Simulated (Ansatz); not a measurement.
## WS2: course of a relaxation

These are results of DFT PBEsol, scalar-relativistic, plane waves, PAW (Ansatz), not measurements. Run with 420 eV cutoff, 12×12×2 k-mesh, Gaussian smearing of 0.02 eV, no spin polarisation.

What was changed: strain along c alone, the other axes held, atoms relaxed: +1.5 %.

Spin–orbit coupling is left out, which can shift energies with elements as heavy as these.

Command:

```bash
ansatz run input.yaml --threads 1 --pin off --max-ram 2560MiB --backend cpu --events-out ev --progress --plain --runs-dir out
```

Input:

```yaml
crystal:
  lattice:
    - [3.1472785917, 0.0, 0.0]
    - [-1.5736392959, 2.7256232132, 0.0]
    - [0.0, 0.0, 19.4422729373]
  atoms:
    - { symbol: W, position: [0.6666666667, 0.3333333333, 0.3326615697] }
    - { symbol: W, position: [0.3333333333, 0.6666666667, 0.6659949031] }
    - { symbol: W, position: [0.0, 0.0, 0.9993282364] }
    - { symbol: S, position: [0.3333333333, 0.6666666667, 0.2508537502] }
    - { symbol: S, position: [0.6666666667, 0.3333333333, 0.0811180134] }
    - { symbol: S, position: [0.0, 0.0, 0.5841870836] }
    - { symbol: S, position: [0.3333333333, 0.6666666667, 0.4144513467] }
    - { symbol: S, position: [0.6666666667, 0.3333333333, 0.9175204169] }
    - { symbol: S, position: [0.0, 0.0, 0.74778468] }
basis:
  ecutwfc: 420
kpoints:
  mp_grid: { grid: [12, 12, 2] }
hamiltonian:
  xc: pbesol
scf:
  occupations: { method: gaussian, width: 0.02 }
output:
  forces: true
  stress: true
  eigenvalues: true
relax:
  adjacent_minimum: "off"
  f_tol: 0.008
  max_steps: 40
```

F is the free energy.

Steps:

| step | F − F(1) (eV) | largest force component (eV/Å) |
| --- | --- | --- |
| 1 | 0.0000 | 0.458 |
| 2 | -0.0226 | 0.258 |
| 3 | -0.0322 | 0.002 |
| 4 | -0.0322 | 0.002 |

Relaxed structure:

```yaml
crystal:
  lattice:
    - [3.14728, 0.00000, 0.00000]
    - [-1.57364, 2.72562, 0.00000]
    - [0.00000, 0.00000, 19.44227]
  atoms:
    - { symbol: W, position: [0.66667, 0.33333, 0.33266] }
    - { symbol: W, position: [0.33333, 0.66667, 0.66599] }
    - { symbol: W, position: [0.00000, 0.00000, 0.99933] }
    - { symbol: S, position: [0.33333, 0.66667, 0.25205] }
    - { symbol: S, position: [0.66667, 0.33333, 0.07992] }
    - { symbol: S, position: [0.00000, 0.00000, 0.58539] }
    - { symbol: S, position: [0.33333, 0.66667, 0.41325] }
    - { symbol: S, position: [0.66667, 0.33333, 0.91872] }
    - { symbol: S, position: [0.00000, 0.00000, 0.74659] }
```

The structure is trigonal, space group R3m (No. 160). The conventional cell has a = 3.147 Å, b = 3.147 Å, c = 19.442 Å, α = 90.00°, β = 90.00°, γ = 120.00°. Around W (site symmetry 3m) lie 6 S at 2.40 Å. S (site symmetry 3m) has 3 W at 2.40 Å as nearest neighbours. S (site symmetry 3m) has 3 W at 2.40 Å as nearest neighbours.

The run converged. It took 74 s on 1 thread of Arm Neoverse V2, on a shared host, peak memory 0.51 GiB.